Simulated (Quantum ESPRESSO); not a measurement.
# Pb under changes of volume

One of the cells (30.323 Å³/atom); the others are scaled copies at fixed shape and fractional positions:

```
Pb
1.0
     0.00000    2.47502    2.47502
     2.47502    0.00000    2.47502
     2.47502    2.47502    0.00000
Pb
1
Cartesian
  0.0000 0.0000 0.0000
```

```yaml
Program: Quantum ESPRESSO 7.5
Functional: PBEsol
Potentials_or_basis: GBRV 1.5 PBEsol
Cutoff: 612 eV
Density_cutoff: 4898 eV
k_mesh: 9 × 9 × 9
Occupations: fermi-dirac, width 0.05 eV
Spin: no spin polarisation
```

```tsv
volume (Å³/atom)	energy over the lowest point (meV/atom)	pressure (GPa)
28.503	10.44	2.5
29.110	2.96	1.2
29.716	0.00	0.1
30.323	0.99	-0.8
30.929	5.47	-1.7
31.535	12.92	-2.4
32.142	?	?
```

What does the run at 32.142 Å³/atom give?

Energy over the lowest point 22.97 meV/atom; pressure -3.1 GPa.

Worked out: A Birch-Murnaghan fit of order 3 (a polynomial in V^(-2/3)) to the other rows has its minimum at 29.85 Å³/atom with B0 = V·E''(V) = 50 GPa and B' = 5.6. It gives 23.04 meV/atom at 32.142 Å³/atom, against the run's 22.97, and -dE/dV = -3.0 GPa, against -3.1.

Energies are extrapolated to zero smearing.
